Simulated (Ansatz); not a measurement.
**Sb under changes of volume**

One of the cells (26.962 Å³/atom); the others are scaled copies at fixed shape and fractional positions:

```xyz
1
Lattice="-1.5765 1.5765 2.7119 1.5765 -1.5765 2.7119 1.5765 1.5765 -2.7119" Properties=species:S:1:pos:R:3 pbc="T T T"
Sb    0.0000    0.0000    0.0000
```

This isn't the form of Sb at room conditions, which is rhombohedral.

| Item | Value |
| --- | --- |
| Program | Ansatz 0.2.0 |
| Functional | LDA |
| Potentials or basis | Ansatz PAW |
| Cutoff | 420 eV (not typed: the program's choice for these potentials) |
| k mesh | 12 × 12 × 12 |
| Occupations | fermi-dirac, width 0.05 eV |
| Spin | no spin polarisation |

```csv
volume (Å³/atom),energy over the lowest point (meV/atom),pressure (GPa)
25.344,3.40,1.8
25.883,0.00,0.2
26.423,?,?
26.962,7.85,-2.4
27.501,18.04,-3.6
28.040,31.80,-4.6
28.580,48.73,-5.4
```

Question: What does the run at 26.423 Å³/atom give?

Answer: Energy over the lowest point 1.68 meV/atom; pressure -1.2 GPa.

Worked out: A Birch-Murnaghan fit of order 3 (a polynomial in V^(-2/3)) to the other rows has its minimum at 25.97 Å³/atom with B0 = V·E''(V) = 71 GPa and B' = 4.7 at fixed shape and positions, which overstates the stiffness. It gives 1.67 meV/atom at 26.423 Å³/atom, against the run's 1.68, and -dE/dV = -1.2 GPa, against -1.2.

Energies are extrapolated to zero smearing.

Caveats: the PAW data sets come from PBE, with cores solved anew for the run's functional, which leaves a small shift of forces and pressure.
